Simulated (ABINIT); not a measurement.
# Pb (Fm-3m) in ABINIT: settings compared, part 2 of 2

ABINIT 10.8.3 (patched build). The steps go on from the part before.

## 4. Band structure, PBE

Contents of run.abi:

```
# Datasets: ground state, then fixed potential
ndtset 2

# Pseudopotentials
pp_dirpath "./"
pseudos "Pb.GGA_PBE-JTH_sp.xml"

# Structure
acell 3.5002068511 3.5002068511 3.5002068511 Angstrom
rprim
     0.0000000000     0.7071067812     0.7071067812
     0.7071067812     0.0000000000     0.7071067812
     0.7071067812     0.7071067812     0.0000000000
ntypat 1
znucl 82
natom 1
typat 1
xred
     0.0000000000     0.0000000000     0.0000000000

# Plane-wave basis
ecut 15.0
pawecutdg 30.0

# Exchange and correlation
ixc 11

# Bands and occupations
occopt 3
tsmear 0.05 eV

# SCF cycle
nstep 100

# Output
iomode 3
prtwf 0
prteig 0
prtebands 0
enunit 2
prtden1 1

# Dataset 1
kptopt1 1
ngkpt1 9 9 9
nshiftk1 1
shiftk1 0.0 0.0 0.0
nband1 6
tolvrs1 1.0e-9

# Dataset 2: bands along G-X-W-K-G-L-U-W-L-K
iscf2 -2
getden2 1
nband2 10
nbdbuf2 2
tolwfr2 1.0e-12
kptopt2 -9
ndivsm2 6
prteig2 1
prtvol2 -3
kptbounds2
     0.0000000000     0.0000000000     0.0000000000
     0.5000000000     0.0000000000     0.5000000000
     0.5000000000     0.2500000000     0.7500000000
     0.3750000000     0.3750000000     0.7500000000
     0.0000000000     0.0000000000     0.0000000000
     0.5000000000     0.5000000000     0.5000000000
     0.6250000000     0.2500000000     0.6250000000
     0.5000000000     0.2500000000     0.7500000000
     0.5000000000     0.5000000000     0.5000000000
     0.3750000000     0.3750000000     0.7500000000
```

Potentials or basis: JTH PAW PBE v2.0 sp.

Launch:

```bash
$ abinit run.abi > log 2>&1
```

run.abo:

```text
.Version 10.8.3 of ABINIT
 DATASET    1 : space group Fm -3 m (#225); Bravais cF (face-center cubic)
================================================================================
 Values of the parameters that define the memory need for DATASET  1.
     intxc =       0    ionmov =       0      iscf =      17    lmnmax =      13
     lnmax =       5     mgfft =      24  mpssoang =       3    mqgrid =    3001
     natom =       1  nloc_mem =       2    nspden =       1   nspinor =       1
    nsppol =       1      nsym =      48    n1xccc =       1    ntypat =       1
    occopt =       3   xclevel =       2
       mpw =         577          nfft =       13824          nkpt =          35
 PAW method is used; the additional fine FFT grid is defined by:
   mgfftf=        36    nfftf =     46656
================================================================================
================================================================================

 DATASET    2 : space group Fm -3 m (#225); Bravais cF (face-center cubic)
================================================================================
 Values of the parameters that define the memory need for DATASET  2.
     intxc =       0    ionmov =       0      iscf =      -2    lmnmax =      13
     lnmax =       5     mgfft =      24  mpssoang =       3    mqgrid =    3001
     natom =       1  nloc_mem =       2    nspden =       1   nspinor =       1
    nsppol =       1      nsym =      48    n1xccc =       1    ntypat =       1
    occopt =       3   xclevel =       2
       mpw =         584          nfft =       13824          nkpt =         103
 PAW method is used; the additional fine FFT grid is defined by:
   mgfftf=        36    nfftf =     46656
================================================================================
================================================================================

--------------------------------------------------------------------------------
------------- Echo of variables that govern the present computation ------------
--------------------------------------------------------------------------------
 -outvars: echo values of preprocessed input variables --------
            acell      6.6144323326E+00  6.6144323326E+00  6.6144323326E+00 Bohr
              amu      2.07200000E+02
             ecut      1.50000000E+01 Hartree
           enunit           2
           getden1          0
           getden2          1
             iscf1         17
             iscf2         -2
[... 1144 lines left out ...]
  -0.24790   -0.08115   -0.01279    0.14199    0.24867    0.37124    0.38060    0.38965
   0.39107    0.46587
 kpt# 102, nband= 10, wtk=  1.00000, kpt=  0.3875  0.3875  0.7250 (reduced coord)
  -0.24104   -0.07036   -0.03259    0.13296    0.24265    0.36319    0.38503    0.38914
   0.39268    0.46879
 kpt# 103, nband= 10, wtk=  1.00000, kpt=  0.3750  0.3750  0.7500 (reduced coord)
  -0.23681   -0.07139   -0.03292    0.12561    0.23797    0.35347    0.38792    0.38926
   0.39362    0.46982
 Eigenvalues (   eV  ) for nkpt= 103  k points:
 kpt#   1, nband= 10, wtk=  1.00000, kpt=  0.0000  0.0000  0.0000 (reduced coord)
 -11.40377    7.84629    7.84629    7.84629    9.21212    9.21212    9.21212   10.23539
  10.23539   11.29376
 kpt#   2, nband= 10, wtk=  1.00000, kpt=  0.0294  0.0000  0.0294 (reduced coord)
 -11.38154    7.66764    7.70322    7.70322    9.14272    9.31538    9.31538   10.20856
  10.23873   11.37171
 kpt#   3, nband= 10, wtk=  1.00000, kpt=  0.0588  0.0000  0.0588 (reduced coord)
 -11.31490    7.21497    7.36165    7.36165    8.96170    9.53980    9.53980   10.12273
  10.24867   11.57723
 kpt#   4, nband= 10, wtk=  1.00000, kpt=  0.0882  0.0000  0.0882 (reduced coord)
 -11.20391    6.61875    6.92967    6.92967    8.71866    9.78397    9.78397    9.96312
  10.26501   11.85807
 kpt#   5, nband= 10, wtk=  1.00000, kpt=  0.1176  0.0000  0.1176 (reduced coord)
 -11.04873    5.95473    6.45904    6.45904    8.45044    9.71003   10.00655   10.00655
  10.28742   12.17311
 kpt#   6, nband= 10, wtk=  1.00000, kpt=  0.1471  0.0000  0.1471 (reduced coord)
 -10.84960    5.25457    5.97553    5.97553    8.17828    9.35133   10.19497   10.19497
[... 278 lines left out ...]
  -7.17248   -2.89260    1.27702    4.46589    7.20376   10.02674   10.37361   10.48189
  10.63377   12.32172
 kpt# 100, nband= 10, wtk=  1.00000, kpt=  0.4125  0.4125  0.6750 (reduced coord)
  -6.95968   -2.56149    0.41181    4.14905    6.96733   10.20650   10.27287   10.57060
  10.61828   12.53383
 kpt# 101, nband= 10, wtk=  1.00000, kpt=  0.4000  0.4000  0.7000 (reduced coord)
  -6.74579   -2.20808   -0.34808    3.86385    6.76679   10.10193   10.35661   10.60286
  10.64169   12.67686
 kpt# 102, nband= 10, wtk=  1.00000, kpt=  0.3875  0.3875  0.7250 (reduced coord)
  -6.55914   -1.91458   -0.88677    3.61816    6.60274    9.88298   10.47728   10.58900
  10.68541   12.75639
 kpt# 103, nband= 10, wtk=  1.00000, kpt=  0.3750  0.3750  0.7500 (reduced coord)
  -6.44405   -1.94252   -0.89589    3.41794    6.47554    9.61852   10.55594   10.59226
  10.71093   12.78446

== END DATASET(S) ==============================================================
================================================================================

 -outvars: echo values of variables after computation  --------
            acell      6.6144323326E+00  6.6144323326E+00  6.6144323326E+00 Bohr
           etotal1    -3.6961389802E+00
            fcart1    -0.0000000000E+00 -0.0000000000E+00 -0.0000000000E+00
            rprim      0.0000000000E+00  7.0710678120E-01  7.0710678120E-01
                       7.0710678120E-01  0.0000000000E+00  7.0710678120E-01
                       7.0710678120E-01  7.0710678120E-01  0.0000000000E+00
           strten1    -8.0669965902E-05 -8.0669965902E-05 -8.0669965902E-05
                       0.0000000000E+00  0.0000000000E+00  0.0000000000E+00
 Calculation completed.
```

Wall time 11 s (1 thread of Arm Neoverse V1, shared host); peak memory 0.12 GiB.

What came out:

| Property | Result |
| --- | --- |
| Free energy | -100.5771 eV |
| Pressure | 2.4 GPa |
| Band gap on the k mesh | none (metal or under the smearing width) |
| Valence electrons inside the program's atomic spheres | Pb 2.68 (radii [1.5418] Å) |

Levels at the corners of the path, in eV from the Fermi level:
| point | band 1 | band 2 | band 3 | band 4 | band 5 | band 6 |
| --- | --- | --- | --- | --- | --- | --- |
| Γ | -11.62 | 7.63 | 7.63 | 7.63 | 9.00 | 9.00 |
| X | -6.60 | -3.13 | 2.30 | 2.30 | 5.31 | 6.21 |
| W | -6.45 | -1.24 | -1.24 | 0.40 | 9.60 | 9.62 |
| K | -6.66 | -2.15 | -1.11 | 3.21 | 6.26 | 9.41 |
| Γ | -11.62 | 7.63 | 7.63 | 7.63 | 9.00 | 9.00 |
| L | -8.06 | -4.07 | 5.84 | 5.84 | 8.24 | 8.70 |
| U | -6.66 | -2.15 | -1.11 | 3.21 | 6.26 | 9.41 |
| W | -6.45 | -1.24 | -1.24 | 0.40 | 9.60 | 9.62 |
| L | -8.06 | -4.07 | 5.84 | 5.84 | 8.24 | 8.70 |
| K | -6.66 | -2.15 | -1.11 | 3.21 | 6.26 | 9.41 |

Caveat: spin-orbit coupling is left out, which moves the levels of the heavy elements; this set keeps more shells in the core, which shifts pressures and gaps.

## 5. Band structure, LDA-Teter

run.abi: that of step 4 with these lines changed.

```diff
@@ -5,3 +5,3 @@
 pp_dirpath "./"
-pseudos "Pb.GGA_PBE-JTH_sp.xml"
+pseudos "Pb.LDA_PW-JTH_sp.xml"
 
@@ -17,3 +17,3 @@
 typat 1
-xred
+xcart
      0.0000000000     0.0000000000     0.0000000000
@@ -25,3 +25,3 @@
 # Exchange and correlation
-ixc 11
+ixc 1
 
@@ -29,3 +29,3 @@
 occopt 3
-tsmear 0.05 eV
+tsmear 0.00183747
 
@@ -39,3 +39,3 @@
 prtebands 0
-enunit 2
+enunit 1
 prtden1 1
```

Potentials or basis: JTH PAW LDA v2.0 sp.

Launch:

```bash
$ abinit run.abi > log 2>&1
```

Wall time 10 s (1 thread of Arm Neoverse V1, shared host); peak memory 0.12 GiB.

Results (log left out):

- Free energy: -102.8005 eV
- Pressure: -2.0 GPa
- Band gap on the k mesh: none (metal or under the smearing width)
- Valence electrons inside the program's atomic spheres: Pb 2.69 (radii [1.5418] Å)

Levels at the corners of the path, in eV from the Fermi level:
```
point  band 1  band 2  band 3  band 4  band 5  band 6
    Γ  -11.65    7.55    7.55    7.55    9.20    9.20
    X   -6.69   -3.12    2.27    2.27    5.43    6.35
    W   -6.54   -1.23   -1.23    0.43    9.73    9.82
    K   -6.75   -2.15   -1.09    3.17    6.39    9.58
    Γ  -11.65    7.55    7.55    7.55    9.20    9.20
    L   -8.13   -4.05    5.77    5.77    8.39    8.89
    U   -6.75   -2.15   -1.09    3.17    6.39    9.58
    W   -6.54   -1.23   -1.23    0.43    9.73    9.82
    L   -8.13   -4.05    5.77    5.77    8.39    8.89
    K   -6.75   -2.15   -1.09    3.17    6.39    9.58
```

Caveat: spin-orbit coupling is left out, which moves the levels of the heavy elements; this set keeps more shells in the core, which shifts pressures and gaps.

## 6. The runs side by side

```csv
level,potentials or basis,spin,cutoff (eV),fine-grid cutoff,gap on the mesh (eV),pressure (GPa)
LDA-Teter,JTH PAW LDA v2.0,"SOC, no magnetisation",463,925.187 eV,none,-
PBE,JTH PAW PBE v2.0 sp,off,408,816.342 eV,none,2.4
LDA-Teter,JTH PAW LDA v2.0 sp,off,408,816.342 eV,none,-2.0
```

Alike in all rows: task band structure; cell as given; k mesh 9 × 9 × 9; smearing fermi-dirac 0.05 eV.

Caveats: spin-orbit coupling is left out, which moves the levels of the heavy elements (some runs); this set keeps more shells in the core, which shifts pressures and gaps (some runs).

Absolute energies hang on the potentials; compare differences alone.
